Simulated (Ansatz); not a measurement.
**TiO: pressure against volume**

TiO, Pm-3m, a = 4.059 Å. This isn't the usual stable structure of the compound. Ansatz: r2SCAN, PAW, 500 eV, Γ-centred 10×10×10 mesh on 6 atoms, Gaussian smearing 0.10 eV; collinear spin, largest moment 0.2 μB. Symmetry fixes shape and atoms, so the cell is only scaled; pressure is positive in compression.

```
V (Å³/atom) P (GPa)
     10.473    15.55
     10.808     7.18
     11.142     0.03
     11.476        ?
     11.811   -11.33
```

**Question.** Take V0 = 11.142 Å³/atom, count pressures from its P0 = 0.03 GPa, fit the third-order Birch–Murnaghan form to the other rows, and predict the missing pressure.

**Answer.** With the Eulerian strain f = ½[(V0/V)^(2/3) − 1] and y = (P − P0)/[3f(1 + 2f)^(5/2)], the form is the line y = B0 + 1.5 B0 (B0′ − 4) f. Rows (f, y): 0.02107, 221.5; 0.01025, 221.0; -0.01906, 218.9. Means f = 0.004087, y = 220.47; Σ(Δf)² = 0.0008622, ΣΔfΔy = 0.05710; the slope is their ratio. y = 220.2 + 66.23 f GPa, so B0 = 220.2 GPa and B0′ = 4 + 2 × (66.23)/(3 × 220.2) = 4.20. At V = 11.476, f = -0.00975, y = 219.55 and P = -6.08 GPa. The run gave -6.09 GPa, so the fit is 0.01 GPa too high, within twice the rms miss on the fitted rows (0.006 GPa). Note that the largest moment runs from 0.18 to 0.29 μB along the series.

The largest moment runs from 0.18 to 0.29 μB along the series, so B0 and B0′ hold the change of the moment too.

The state reached may not be the lowest one.

Cost: 5 runs of about 7.9 core-minutes in all, on Arm Neoverse V2 (shared hosts).